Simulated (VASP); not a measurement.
Wanted: the native input for a VASP 6.6.1 run.

* Task: relaxation of the atoms
* Functional: PBE
* Potentials or basis: VASP PAW PBE potentials, release 64 (Ga_d, N)
* Cutoff: 450 eV
* k mesh: 2 × 2 × 2
* Occupations: gaussian, width 0.01 eV
* Spin: collinear spin, ferromagnetic start
* Monkhorst-Pack mesh: yes

The structure of Ga23N24 (a cell with a defect) lies in POSCAR:

```
Ga23N24
1.0
   -3.2177240000     -5.5732640000      5.2440550000
    6.4354500000      0.0000000000      5.2440550000
   -3.2177260000      5.5732640000      5.2440550000
Ga N
23 24
Direct
    0.6663953300      0.3330618300      0.9997288300
    0.9997286700      0.6663951700      0.3330621700
    0.6663953300      0.8330618300      0.4997288300
    0.9997286700      0.1663951700      0.8330621700
    0.1663953300      0.3330618300      0.4997288300
    0.4997286700      0.6663951700      0.8330621700
    0.8330620000      0.9997285000      0.1663955000
    0.3330620000      0.4997285000      0.1663955000
    0.3330620000      0.9997285000      0.6663955000
    0.1663953300      0.8330618300      0.9997288300
    0.4997286700      0.1663951700      0.3330621700
    0.6663953300      0.4997288300      0.3330618300
    0.4997286700      0.3330621700      0.6663951700
    0.8330620000      0.6663955000      0.9997285000
    0.4997286700      0.8330621700      0.1663951700
    0.8330620000      0.1663955000      0.4997285000
    0.9997286700      0.3330621700      0.1663951700
    0.3330620000      0.6663955000      0.4997285000
    0.6663953300      0.9997288300      0.8330618300
    0.1663953300      0.4997288300      0.8330618300
    0.1663953300      0.9997288300      0.3330618300
    0.9997286700      0.8330621700      0.6663951700
    0.3330620000      0.1663955000      0.9997285000
    0.6252713300      0.2919378300      0.4586048300
    0.4586046700      0.1252711700      0.7919381700
    0.7919380000      0.4586045000      0.1252715000
    0.4586046700      0.6252711700      0.2919381700
    0.7919380000      0.9586045000      0.6252715000
    0.9586046700      0.1252711700      0.2919381700
    0.2919380000      0.4586045000      0.6252715000
    0.6252713300      0.7919378300      0.9586048300
    0.1252713300      0.2919378300      0.9586048300
    0.1252713300      0.7919378300      0.4586048300
    0.9596057900      0.6220589700      0.7860973400
    0.2919380000      0.9586045000      0.1252715000
    0.7968723100      0.6218919100      0.4671545400
    0.6291826200      0.4523581800      0.7839776100
    0.9586046700      0.7919381700      0.1252711700
    0.6252713300      0.9586048300      0.2919378300
    0.9669729800      0.3010734000      0.6118831100
    0.1252713300      0.4586048300      0.2919378300
    0.4586046700      0.7919381700      0.6252711700
    0.7919380000      0.1252715000      0.9586045000
    0.2919380000      0.6252715000      0.9586045000
    0.2919380000      0.1252715000      0.4586045000
    0.1252713300      0.9586048300      0.7919378300
    0.4586046700      0.2919381700      0.1252711700
```

The input as run:

INCAR

```
PREC = Normal
ENCUT = 450
EDIFF = 1E-6
ISMEAR = 0
SIGMA = 0.01
LREAL = Auto
LASPH = T
NELM = 150
ALGO = Normal
ISIF = 2
LWAVE = F
LCHARG = F
ISPIN = 2
MAGMOM = 0 0 0 0 0 0 0 0 0 0 0 0 0 0 0 0 0 0 0 0 0 0 0 0 0 0 0 0 0 0 0 0 0 0.5 0 0.5 0.5 0 0 0.5 0 0 0 0 0 0 0
LORBIT = 11
GGA = PE
IBRION = 2
NSW = 70
EDIFFG = -0.025
AMIX = 0.2
BMIX = 1E-4
AMIX_MAG = 0.8
BMIX_MAG = 1E-4
ICORELEVEL = 1
NELECT = 422.0
ISYM = 0
LUSENCCL = F
```

KPOINTS

```
Automatic mesh
0
Monkhorst-Pack
  2 2 2
```

Potentials or basis: VASP PAW PBE potentials, release 64 (Ga_d, N).

The run is started by

```sh
$ cat potpaw_PBE.64/Ga_d/POTCAR potpaw_PBE.64/N/POTCAR > POTCAR
$ mpirun -np 1 vasp_std > vasp.out
```

Results of the run:

```
Energy gained by relaxing                             : 39.6 meV/atom
Ionic steps                                           : 14
Largest force after relaxing                          : 0.022 eV/Å
Net moment                                            : 0.00 μB per cell
Valence electrons inside the program's atomic spheres : Ga 11.88, 11.86, 11.87, 11.90, 11.84, 11.85; N 3.73, 3.74, 3.72, 3.75
```

Wall time 96 min on 1 × NVIDIA H100 80GB with 1 thread of AMD EPYC 7R13 Processor (Zen 3) (shared host), peak memory 1.7 GiB.
